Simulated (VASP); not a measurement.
# Sn (Im-3m) in VASP: further runs

The runs below take Sn through relaxation of cell and atoms, with PBEsol.

Program: VASP 6.6.1. These are calculated values, not measurements. Logs are shortened: lines on timing, memory, paths and dates and some standing lists are left out, and cuts for length are marked.

### 1 Starting point

It takes space group Im-3m (No. 229, cubic). Conventional cell: a = 3.789 Å, b = 3.789 Å, c = 3.789 Å, α = 90.00°, β = 90.00°, γ = 90.00°. Sn (site symmetry m-3m) has 8 Sn at 3.28 Å as nearest neighbours.

This isn't the form of Sn at room conditions, which is tetragonal (white tin).

### 2 Relaxation of cell and atoms, PBEsol

Contents of INCAR:

```
PREC = Accurate
ENCUT = 600
EDIFF = 1E-6
ISMEAR = 0
SIGMA = 0.03
LREAL = F
LASPH = T
NELM = 80
ALGO = Normal
ISIF = 3
LWAVE = F
LCHARG = F
GGA = PS
IBRION = 2
NSW = 90
EDIFFG = -0.01
```

Contents of KPOINTS:

```
regular mesh
0
Gamma
  12 12 12
```

Contents of POSCAR:

```
Sn
1.0
   -1.8946518192      1.8946518192      1.8946518192
    1.8946518192     -1.8946518192      1.8946518192
    1.8946518192      1.8946518192     -1.8946518192
Sn
1
Direct
    0.0000000000      0.0000000000      0.0000000000
```

Potentials or basis: VASP PAW PBE potentials, release 64 (Sn_d).

The run is started by

```sh
$ cat potpaw_PBE.64/Sn_d/POTCAR > POTCAR
$ mpirun -np 1 vasp_std > vasp.out
```

OUTCAR:

```text
PREC = Accurate
   ENCUT = 600
   EDIFF = 1E-6
   ISMEAR = 0
   LREAL = F
   LASPH = T
   NELM = 80
   ISIF = 3
   GGA = PS
   IBRION = 2
   NSW = 90
   EDIFFG = -0.01

 ion  position               nearest neighbor table
   1  0.000  0.000  0.000-

  LATTYP: Found a body centered cubic cell.
 ALAT       =     3.7893036384

  Lattice vectors:

 A1 = (  -1.8946518192,   1.8946518192,   1.8946518192)
 A2 = (   1.8946518192,  -1.8946518192,   1.8946518192)
 A3 = (   1.8946518192,   1.8946518192,  -1.8946518192)

Analysis of symmetry for initial positions (statically):
=====================================================================
 Subroutine PRICEL returns:
 Original cell was already a primitive cell.

 Routine SETGRP: Setting up the symmetry group for a
 body centered cubic supercell.

 Subroutine GETGRP returns: Found 48 space group operations
 (whereof 48 operations were pure point group operations)
 out of a pool of 48 trial point group operations.

The static configuration has the point symmetry O_h .

Analysis of symmetry for dynamics (positions and initial velocities):
=====================================================================
 Subroutine PRICEL returns:
 Original cell was already a primitive cell.

 Routine SETGRP: Setting up the symmetry group for a
 body centered cubic supercell.

 Subroutine GETGRP returns: Found 48 space group operations
 (whereof 48 operations were pure point group operations)
 out of a pool of 48 trial point group operations.

The dynamic configuration has the point symmetry O_h .

 Subroutine INISYM returns: Found 48 space group operations
 (whereof 48 operations are pure point group operations),
 and found     1 'primitive' translations

----------------------------------------------------------------------------------------

                                     Primitive cell

  volume of cell :      27.2050

  direct lattice vectors                    reciprocal lattice vectors
    -1.894651819  1.894651819  1.894651819     0.000000000  0.263900731  0.263900731
     1.894651819 -1.894651819  1.894651819     0.263900731  0.000000000  0.263900731
     1.894651819  1.894651819 -1.894651819     0.263900731  0.263900731  0.000000000

  length of vectors
     3.281633214  3.281633214  3.281633214     0.373211993  0.373211993  0.373211993

  position of ions in fractional coordinates (direct lattice)
     0.000000000  0.000000000  0.000000000

  ion indices of the primitive-cell ions
   primitive index   ion index
                 1           1

----------------------------------------------------------------------------------------

 KPOINTS: regular mesh

Automatic generation of k-mesh.
 Grid dimensions read from file:
 generate k-points for:   12   12   12

 Generating k-lattice:

  Cartesian coordinates                     Fractional coordinates (reciprocal lattice)
     0.000000000  0.021991728  0.021991728     0.083333333  0.000000000  0.000000000
     0.021991728  0.000000000  0.021991728     0.000000000  0.083333333  0.000000000
     0.021991728  0.021991728  0.000000000     0.000000000  0.000000000  0.083333333

  Length of vectors
     0.031100999  0.031100999  0.031100999

  Shift w.r.t. Gamma in fractional coordinates (k-lattice)
     0.000000000  0.000000000  0.000000000

 Subroutine IBZKPT returns following result:
 ===========================================

 Found     72 irreducible k-points:

 Following reciprocal coordinates:
            Coordinates               Weight
  0.000000  0.000000  0.000000      1.000000
  0.083333  0.000000  0.000000     12.000000
  0.166667  0.000000  0.000000     12.000000
  0.250000  0.000000  0.000000     12.000000
  0.333333  0.000000  0.000000     12.000000
  0.416667  0.000000  0.000000     12.000000
[... 16 lines left out ...]
  0.333333  0.083333  0.083333     24.000000
  0.416667  0.083333  0.083333     12.000000
 [... further k-points ...]
   k-points           NKPTS =     72   k-points in BZ     NKDIM =     72   number of bands    NBANDS=     11
   number of dos      NEDOS =    301   number of ions     NIONS =      1
   total plane-waves  NPLWV =  21952
   dimension x,y,z NGX =    28 NGY =   28 NGZ =   28
   dimension x,y,z NGXF=    56 NGYF=   56 NGZF=   56
   ions per type =               1
   NGX,Y,Z   is equivalent  to a cutoff of  14.18, 14.18, 14.18 a.u.
   NGXF,Y,Z  is equivalent  to a cutoff of  28.37, 28.37, 28.37 a.u.
 SYSTEM =  unknown system
   PREC   = accura    normal or accurate (medium, high low for compatibility)
   ISTART =      0    job   : 0-new  1-cont  2-samecut
   ICHARG =      2    charge: 1-file 2-atom 10-const
   ISPIN  =      1    spin polarized calculation?
   LNONCOLLINEAR =      F non collinear calculations
   LSORBIT =      F    spin-orbit coupling
   LASPH  =      T    aspherical Exc in radial PAW
   ENCUT  =  600.0 eV  44.10 Ry    6.64 a.u.   6.55  6.55  6.55*2*pi/ulx,y,z
   NELM   =     80;   NELMIN=  2; NELMDL= -5     # of ELM steps
   EDIFF  = 0.1E-05   stopping-criterion for ELM
   LREAL  =      F    real-space projection
   EDIFFG = -.1E-01   stopping-criterion for IOM
   NSW    =     90    number of steps for IOM
   IBRION =      2    ionic relax: 0-MD 1-quasi-New 2-CG
   NFREE  =      1    steps in history (QN), initial steepest desc. (CG)
   ISIF   =      3    stress and relaxation
   ISYM   =      2    0-nonsym 1-usesym 2-fastsym
   POTIM  = 0.5000    time-step for ionic-motion
   TEBEG  =    0.0;   TEEND  =   0.0 temperature during run
   PSTRESS=    0.0 pullay stress
   NELECT =      14.0000    total number of electrons
   NUPDOWN=      -1.0000    fix difference up-down
   EMIN   =  10.00;   EMAX   =-10.00  energy-range for DOS
   EFERMI =   0.00;   METHOD = LEGACY
   ISMEAR =     0;   SIGMA  =   0.03  broadening in eV -4-tet -1-fermi 0-gaus
   EFERMI_NEDOS =   21; number of points for ismear=-14 and -15
   IALGO  =     38    algorithm
   IMIX   =      4    mixing-type and parameters
     AMIX     =   0.40;   BMIX     =  1.00
     AMIX_MAG =   1.60;   BMIX_MAG =  1.00
  volume/ion in A,a.u.               =      27.20       183.59
  Fermi-wavevector in a.u.,A,eV,Ry     =   1.311902  2.479136 23.416813  1.721087
  Thomas-Fermi vector in A             =   2.442332
   LORBIT       =      0    0 simple, 1 ext, 2 COOP (PROOUT), +10 PAW based schemes
   GGA     = PS    functional components
   LHFCALC =     F    Hartree Fock is set to
   AEXX    =    0.0000 exact exchange contribution
   IVDW    =     0    specifies the selected vdW correction
   LEPSILON=     F    determine dielectric tensor
   LRPA    =     F    only Hartree local field effects (RPA)
 conjugate gradient relaxation of ions
 non-spin polarized calculation
 Gauss-broadening in eV      SIGMA  =   0.03
  energy-cutoff  :      600.00
  volume of cell :       27.20
 maximum number of plane-waves:       935
 NGX is ok and might be reduce to    28
   NGX = 13   NGY = 13   NGZ = 13

--------------------------------------- Ionic step        1  -------------------------------------------

 number of electron      13.9999996 magnetization

 Free energy of the ion-electron system (eV)
  ---------------------------------------------------
  ext. energy  EPLUGINS =         0.00000000
  ---------------------------------------------------
  free energy    TOTEN  =        -4.22553267 eV

  energy without entropy =       -4.22522942  energy(sigma->0) =       -4.22538104

------------------------ aborting loop because EDIFF is reached ----------------------------------------

  FORCE on cell =-STRESS in cart. coord.  units (eV):
  Direction    XX          YY          ZZ          XY          YZ          ZX
  --------------------------------------------------------------------------------------
  -------------------------------------------------------------------------------------
  Total       -0.4044790     -0.4044790     -0.4044790     -0.0000000      0.0000000     -0.0000000
  in kB      -23.8209102    -23.8209102    -23.8209102     -0.0000000      0.0000000     -0.0000000
  external PRESSURE =     -23.8209102 kB  Pullay stress =       0.0000000 kB

 VOLUME and BASIS-vectors are now :
 -----------------------------------------------------------------------------
  energy-cutoff  :      600.00
  volume of cell :       27.20
      direct lattice vectors                 reciprocal lattice vectors
    -1.894651819  1.894651819  1.894651819     0.000000000  0.263900731  0.263900731
     1.894651819 -1.894651819  1.894651819     0.263900731  0.000000000  0.263900731
     1.894651819  1.894651819 -1.894651819     0.263900731  0.263900731  0.000000000
[... 36 lines left out ...]
 POSITION                                       TOTAL-FORCE (eV/Angst)
 -----------------------------------------------------------------------------------
      1.85768      1.85768      1.85768         0.000000      0.000000     -0.000000
 -----------------------------------------------------------------------------------
    total drift:                                0.000000      0.000000      0.000000

  FREE ENERGIE OF THE ION-ELECTRON SYSTEM (eV)
  ---------------------------------------------------
  free  energy   TOTEN  =        -4.2335878446 eV

  energy  without entropy=       -4.2332869018  energy(sigma->0) =       -4.23343737

--------------------------------------- Ionic step        3  -------------------------------------------

 number of electron      14.0000004 magnetization

 Free energy of the ion-electron system (eV)
  ---------------------------------------------------
  ext. energy  EPLUGINS =         0.00000000
  ---------------------------------------------------
  free energy    TOTEN  =        -4.23467687 eV

  energy without entropy =       -4.23444223  energy(sigma->0) =       -4.23455955

 E-fermi :   8.5448     XC(G=0): -10.7120

 val. band max:        8.4458957146   @ k =  -0.4167   0.4167   0.4167
 cond. band min:       8.5470088524   @ k =   0.1667   0.1667   0.0833
 fundamental gap:      0.1011131378
 Fermi energy:         8.5447677706

 k-point     1 :       0.0000    0.0000    0.0000
  band No.  band energies     occupation
      1     -13.0172      2.00000
      2     -13.0172      2.00000
      3     -13.0172      2.00000
      4     -12.8577      2.00000
      5     -12.8577      2.00000
      6      -2.9602      2.00000
      7      16.8209      0.00000
      8      16.8209      0.00000
      9      16.8209      0.00000
     10      20.6741      0.00000
     11      20.6741      0.00000

 k-point     2 :       0.0833    0.0000    0.0000
  band No.  band energies     occupation
      1     -13.0208      2.00000
      2     -13.0121      2.00000
      3     -13.0005      2.00000
      4     -12.8617      2.00000
      5     -12.8581      2.00000
      6      -2.8031      2.00000
      7      15.4782      0.00000
      8      16.1965      0.00000
      9      16.5926      0.00000
     10      19.4011      0.00000
     11      19.7274      0.00000
[... 295 lines left out ...]
 k-point    24 :       0.4167    0.0833    0.0833
  band No.  band energies     occupation
      1     -13.0562      2.00000
      2     -12.9867      2.00000
      3     -12.8658      2.00000
      4     -12.8636      2.00000
      5     -12.7887      2.00000
      6       2.2277      2.00000
      7       4.1653      2.00000
      8      10.3745      0.00000
      9      11.8555      0.00000
     10      19.1188      0.00000
     11      19.5335      0.00000

 [... further k-points ...]

------------------------ aborting loop because EDIFF is reached ----------------------------------------

  FORCE on cell =-STRESS in cart. coord.  units (eV):
  Direction    XX          YY          ZZ          XY          YZ          ZX
  --------------------------------------------------------------------------------------
  -------------------------------------------------------------------------------------
  Total        0.0034499      0.0034499      0.0034499     -0.0000000     -0.0000000      0.0000000
  in kB        0.2123780      0.2123780      0.2123780     -0.0000000     -0.0000000      0.0000000
  external PRESSURE =       0.2123780 kB  Pullay stress =       0.0000000 kB

 VOLUME and BASIS-vectors are now :
 -----------------------------------------------------------------------------
  energy-cutoff  :      600.00
  volume of cell :       26.03
      direct lattice vectors                 reciprocal lattice vectors
    -1.866868663  1.866868663  1.866868663     0.000000000  0.267828161  0.267828161
     1.866868663 -1.866868663  1.866868663     0.267828161  0.000000000  0.267828161
     1.866868663  1.866868663 -1.866868663     0.267828161  0.267828161  0.000000000

 POSITION                                       TOTAL-FORCE (eV/Angst)
 -----------------------------------------------------------------------------------
      0.00000      0.00000      0.00000         0.000000      0.000000      0.000000
 -----------------------------------------------------------------------------------
    total drift:                               -0.000000     -0.000000     -0.000000

  FREE ENERGIE OF THE ION-ELECTRON SYSTEM (eV)
  ---------------------------------------------------
  free  energy   TOTEN  =        -4.2346768728 eV

  energy  without entropy=       -4.2344422329  energy(sigma->0) =       -4.23455955

 reached required accuracy - stopping structural energy minimisation
```

Wall time 26 s (1 thread of Intel Xeon 6975P-C (Granite Rapids), shared host); peak memory 0.18 GiB.

What came out:

```yaml
Free_energy: -4.2347 eV
Relaxed_volume: 26.03 Å³/atom
Relaxed_cell: a = 3.234 Å, b = 3.234 Å, c = 3.234 Å, α = 109.47°, β = 109.47°, γ = 109.47°
Space_group_after_relaxing_to_0.05_Å: Im-3m (No. 229)
Energy_gained_by_relaxing: 9.1 meV/atom
Ionic_steps: 3
Pressure_after_relaxing: 0.0 GPa
Band_gap_on_the_k_mesh: none (metal or under the smearing width)
```

The path:
| step | energy change (eV) | largest force (eV/Å) | pressure (GPa) | volume (Å³) |
| --- | --- | --- | --- | --- |
| 1 | 0.0000 | 0.0000 | -2.38 | 27.20 |
| 2 | -0.0081 | 0.0000 | 0.92 | 25.64 |
| 3 | -0.0091 | 0.0000 | 0.02 | 26.03 |

Final structure:
```yaml
crystal:
  lattice:
    - [-1.86687, 1.86687, 1.86687]
    - [1.86687, -1.86687, 1.86687]
    - [1.86687, 1.86687, -1.86687]
  atoms:
    - { symbol: Sn, position: [0.00000, 0.00000, 0.00000] }
```

Caveat: the PAW data sets were made with another functional, which shifts forces and pressure a little.

### 3 Relaxation of cell and atoms, PBEsol

This run uses another cell than the first one, of 26.03 Å³/atom, 0.957 times its volume.

Changes to INCAR since step 2:

```diff
@@ -2,3 +2,3 @@
 ENCUT = 600
-EDIFF = 1E-6
+EDIFF = 1E-7
 ISMEAR = 0
@@ -15,2 +15,2 @@
 NSW = 90
-EDIFFG = -0.01
+EDIFFG = -0.005
```

KPOINTS is that of step 2.

Contents of POSCAR:

```
Sn                                      
1.0
   -1.8668686631      1.8668686631      1.8668686631
    1.8668686631     -1.8668686631      1.8668686631
    1.8668686631      1.8668686631     -1.8668686631
  Sn            
     1
Direct
     0.0000000000000000    0.0000000000000000    0.0000000000000000
```

Potentials or basis: VASP PAW PBE potentials, release 64 (Sn_d).

The run is started by

```sh
$ cat potpaw_PBE.64/Sn_d/POTCAR > POTCAR
$ mpirun -np 1 vasp_std > vasp.out
```

Run time: 10 s. Hardware: 1 thread of Intel Xeon 6975P-C (Granite Rapids), shared host; peak memory 0.17 GiB.

It converged, with:

* Free energy: -4.2346 eV
* Pressure after relaxing: 0.0 GPa
* Band gap on the k mesh: none (metal or under the smearing width)

Final structure:
```
Sn
1.0
    -1.86687    1.86687    1.86687
     1.86687   -1.86687    1.86687
     1.86687    1.86687   -1.86687
Sn
1
Direct
  0.00000 0.00000 0.00000
```

Levels at points of the mesh, in eV from the Fermi level:
```tsv
k point	band 3	band 4	band 5	band 6	band 7	band 8	band 9	band 10	band 11
(0.00, 0.00, 0.00)	-21.56	-21.40	-21.40	-11.50	8.28	8.28	8.28	12.13	12.13
(0.50, 0.00, 0.00)	-21.41	-21.41	-21.31	-6.56	-4.74	3.66	5.50	8.13	8.34
(0.50, 0.50, 0.50)	-21.33	-21.33	-21.33	-2.32	-0.61	-0.61	-0.61	3.75	3.75
```

Caveat: the relaxation stopped at its first step, so nothing moved; the PAW data sets were made with another functional, which shifts forces and pressure a little.
